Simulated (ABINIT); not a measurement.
## CdF2 in ABINIT: the effect of functional

CdF2:

```
CELL_PARAMETERS angstrom
0.00000 2.69400 2.69400
2.69400 0.00000 2.69400
2.69400 2.69400 0.00000
ATOMIC_POSITIONS crystal
Cd 0.00000 0.00000 0.00000
F 0.75000 0.75000 0.75000
F 0.25000 0.25000 0.25000
```

Alike in all runs:

| Property | Result |
| --- | --- |
| Program | ABINIT 10.8.3 (patched build) |
| Task | single point |
| Potentials or basis | JTH PAW PBE v2.0 |
| Cutoff | 762 eV |
| k mesh | 9 × 9 × 9 |
| Occupations | fermi-dirac, width 0.05 eV |
| Spin | no spin polarisation |

```csv
functional,gap on the mesh (eV),pressure (GPa)
LDA,?,?
PBEsol,2.94,-1.3
RPBE,3.30,9.0
BLYP,3.13,7.4
r2SCAN,3.79,-1.2
SCAN,3.65,-2.2
revPBE,3.26,7.8
PW91,3.11,3.4
WC,2.97,-1.4
```

What does the run with functional LDA give?

gap on the mesh 2.81 eV; pressure -6.7 GPa.

Caveats: the PAW data sets were made with another functional, which shifts forces and pressure a little; an odd mesh through Γ misses points on the zone boundary, where band edges often lie.

Runs at the PBE level aren't shown here.
